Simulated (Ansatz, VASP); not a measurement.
Two plane-wave programs on Mo

```
Mo
1.0
     2.74234    0.00000    0.00000
    -1.37117    2.37493    0.00000
     0.00000    0.00000    2.49207
Mo
1
Direct
  0.00000 0.00000 0.50000
```

Alike in both runs: functional PBEsol; k mesh 18 × 18 × 16; occupations gaussian, width 0.1 eV; no spin polarisation.

Ansatz relaxed the structure, and its values are those at the end. VASP's run is a single point on that final structure, the one shown.

|  | VASP | Ansatz |
| --- | --- | --- |
| version | VASP 6.6.1 | Ansatz 0.2.0 |
| potentials or method | VASP PAW PBE potentials, release 64 (Mo_sv) | scalar-relativistic, plane waves, PAW |
| plane-wave cutoff (eV) | 520 | 420 |
| valence electrons in the cell | 14 | 14 |

|  | VASP | Ansatz | Ansatz less VASP |
| --- | --- | --- | --- |
| gap on the k mesh at the Fermi level (eV) | none | none | - |
| pressure (GPa) | 0.6 | 0.0 | -0.58 |

A gap of «none» marks a metal or a gap that the smearing closes.

Caveats: the PAW data sets were made with another functional, which shifts forces and pressure a little (VASP).
